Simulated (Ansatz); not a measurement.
# HgSe: the change of energy less free atoms and pressure with volume scale

Results calculated with Ansatz 0.2.0, not measured. Periodic Kohn-Sham DFT of a crystal at fixed atoms, scaled to volume_scale times the given cell; pressure positive in compression, energy less spherical unpolarised free atoms, largest_vzz the field gradient of largest size among the nuclei.

The cell before it is scaled or strained (space group F-43m, No. 216):
```
HgSe
1.0
      0.0000     3.0360     3.0360
      3.0360     0.0000     3.0360
      3.0360     3.0360     0.0000
Hg Se
1 1
Direct
  0.00000 0.00000 0.00000
  0.75000 0.75000 0.75000
```

Settings of every row: method all-electron LAPW; functional PBEsol; relativity scalar; k mesh 8x8x8; filling fermi-dirac; smearing width 0.01 eV; basis error target 0.5 meV/atom; nucleus gaussian.

Atom start moment: 0 on all atoms.

Limits: no spin-orbit coupling on heavy atoms.

```csv
row,volume scale,V (Å³/atom),energy less free atoms (eV/atom),pressure (GPa)
1,0.94,26.305,-2.3683,6
2,0.96,26.864,-2.3864,4.392
3,0.98,27.424,-2.3992,2.962
4,0.99,27.704,-2.4038,2.307
5,1,27.984,-2.4073,1.69
6,1.01,28.264,-2.4097,1.107
7,1.02,28.543,?,?
8,1.04,29.103,-2.4113,-0.449
9,1.06,29.663,-2.4081,-1.344
```

Question: what energy less free atoms and pressure should row 7 give?

Worked fit of energy less free atoms. Take u = (V_r/V)^(2/3) − 1 with V_r = 27.844 Å³ an atom, which is twice the finite (Eulerian) strain; such expansions in the strain, on which the Birch-Murnaghan equation of state is built, carry the rest volume and the bulk modulus. The shown rows have u = 0.03863, 0.02417, 0.01018, 0.00337, -0.00334, -0.00993, -0.02905, -0.04131. Least squares give energy less free atoms = −2.40568 + 0.5192 × u + 11.385 × u² + 5.7 × u³ eV/atom; a parabola predicts inner rows, each left out in turn, worse (root mean square 8.7e-05 against 1.5e-05 eV/atom). All shown rows lie on it to the printed digit. Its lowest point lies at u = -0.0232, or V = 28.84 Å³ an atom, and the curvature there gives the bulk modulus at fixed shape and fractions, B = (4/9)(1 + u)² E″(u)/V = 51.8 GPa. The withheld row has u = -0.01639, so the fit gives −2.40568 + 0.5192 × (-0.01639) + 11.385 × (-0.01639)² + 5.7 × (-0.01639)³ = -2.4112 eV/atom.

The calculation gave -2.4112 eV/atom. The fit meets it to the printed digit.

Worked fit of pressure. Take u = (V_r/V)^(2/3) − 1 with V_r = 27.844 Å³ an atom, which is twice the finite (Eulerian) strain; such expansions in the strain, on which the Birch-Murnaghan equation of state is built, carry the rest volume and the bulk modulus. The shown rows have u = 0.03863, 0.02417, 0.01018, 0.00337, -0.00334, -0.00993, -0.02905, -0.04131. Least squares give pressure = 1.9937 + 92.13 × u + 287.28 × u² + 318 × u³ GPa; a parabola predicts inner rows, each left out in turn, worse (root mean square 0.0049 against 0.0011 GPa). The rows lie off it by 0.000, -0.001, 0.000, 0.000, 0.001, 0.000, -0.001, 0.000. The pressure vanishes at u = -0.0233, or V = 28.85 Å³ an atom, and there the bulk modulus at fixed shape and fractions is B = −V dP/dV = (2/3)(1 + u) dP/du = 51.6 GPa. The withheld row has u = -0.01639, so the fit gives 1.9937 + 92.13 × (-0.01639) + 287.28 × (-0.01639)² + 318 × (-0.01639)³ = 0.559 GPa.

The calculation gave 0.558 GPa. The fit lies 0.001 GPa (0.014 % of the column's range) above it, one unit of the last digit.
